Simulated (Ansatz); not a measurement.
Mechanical response of MgSe (Fm-3m)

```
CELL_PARAMETERS angstrom
0.00000 2.72550 2.72550
2.72550 0.00000 2.72550
2.72550 2.72550 0.00000
ATOMIC_POSITIONS crystal
Mg 0.00000 0.00000 0.00000
Se 0.50000 0.50000 0.50000
```

Unless marked otherwise, the numbers come from PBEsol, all-electron LAPW in Ansatz 0.2.0, scalar-relativistic. k mesh 8×8×8, fixed occupations, basis error target 0.5 meV/atom. The cell was relaxed by PAW under this functional.

The cell is cubic and carries a residual pressure of -0.06 GPa at this level. Each strain component that symmetry leaves independent is applied at ±0.003 and ±0.006, the ions relax wherever a strain frees them, and the stress (tension positive, GPa) is read. Shears are engineering strains, γ = 2ε.

| strain | size | σxx | σyy | σzz | σyz | σxz | σxy |
| --- | --- | --- | --- | --- | --- | --- | --- |
| xx | -0.006 | -0.7277 | -0.1490 | -0.1490 | 0.0000 | 0.0000 | 0.0000 |
| xx | -0.003 | -0.3288 | -0.0456 | -0.0456 | 0.0000 | 0.0000 | 0.0000 |
| xx | +0.003 | 0.4282 | 0.1570 | 0.1570 | 0.0000 | 0.0000 | 0.0000 |
| xx | +0.006 | 0.7871 | 0.2563 | 0.2563 | 0.0000 | 0.0000 | 0.0000 |
| yz | -0.006 | 0.0574 | 0.0549 | 0.0549 | -0.2581 | 0.0000 | 0.0000 |
| yz | -0.003 | 0.0566 | 0.0560 | 0.0560 | -0.1290 | 0.0000 | 0.0000 |
| yz | +0.003 | 0.0566 | 0.0560 | 0.0560 | 0.1290 | 0.0000 | 0.0000 |
| yz | +0.006 | 0.0574 | 0.0549 | 0.0549 | 0.2581 | 0.0000 | 0.0000 |

The slope is [8(σ(+δ) − σ(−δ)) − (σ(+2δ) − σ(−2δ))]/(12δ), and the program imposes the crystal's symmetry on the matrix.

(1) What are the independent elastic constants?

(2) Do they meet the Born conditions?

(3) What moduli does a random aggregate of grains have?

(4) With the density of 4.235 g/cm³, how fast does sound travel, and what Debye temperature follows?

(5) How far do the constants move if PAW replaces LAPW in the same cell?

(6) How far do the constants move if all-electron PAW (datasets made for the crystal) replaces LAPW in the same cell?

(7) What happens at 20 GPa (cell relaxed there)?

Results:

(1) C11 = 126.1, C12 = 33.8, C44 = 43.0 GPa.

(2) C11 − C12 = 92.4, C11 + 2C12 = 193.7 and C44 = 43.0 GPa must all be positive, so the crystal is elastically stable; that says nothing yet of its phonons.

(3) B = (C11 + 2C12)/3 = 64.6 GPa. G_V = (C11 − C12 + 3C44)/5 = 44.3 and G_R = 5(C11 − C12)C44/(4C44 + 3(C11 − C12)) = 44.2, so G_H = 44.3 GPa. Then E = 9BG/(3B + G) = 108.1 GPa, ν = (3B − 2G)/(6B + 2G) = 0.221 and B/G = 1.46, on the brittle side of Pugh's 1.75 (a rule of thumb, made for metals; it doesn't predict ductility here).

(4) 

```json
{"direction": "[100]", "slow (m/s)": "3187", "middle (m/s)": "3187", "fast (m/s)": "5457"}
{"direction": "[110]", "slow (m/s)": "3187", "middle (m/s)": "3302", "fast (m/s)": "5388"}
{"direction": "[111]", "slow (m/s)": "3264", "middle (m/s)": "3264", "fast (m/s)": "5365"}
```

The mean of v⁻³ over directions and branches gives v_m = 3576 m/s and θ_D = (ħ/k_B) v_m (6π²n)^(1/3) = 391 K, n being atoms per volume. Young's modulus spans 106 to 112 GPa over directions, and the universal anisotropy index is 0.01.

(5) 

| constant | LAPW (GPa) | PAW (GPa) | difference |
| --- | --- | --- | --- |
| C11 | 126.1 | 126.1 | 0.0 |
| C12 | 33.8 | 33.8 | 0.0 |
| C44 | 43.0 | 43.0 | 0.0 |

(6) 

| constant | LAPW (GPa) | all-electron PAW (datasets made for the crystal) (GPa) | difference |
| --- | --- | --- | --- |
| C11 | 126.1 | 126.1 | 0.0 |
| C12 | 33.8 | 33.8 | 0.0 |
| C44 | 43.0 | 43.0 | 0.0 |

(7) The volume falls to 0.8154 of its value, and C11 = 294.7, C12 = 61.6, C44 = 53.5 GPa (slopes of the stress), in this structure whether or not another phase takes over.

Caveats: the frozen-core PAW files of the compared runs were fitted under PBE, their cores solved anew for this functional.
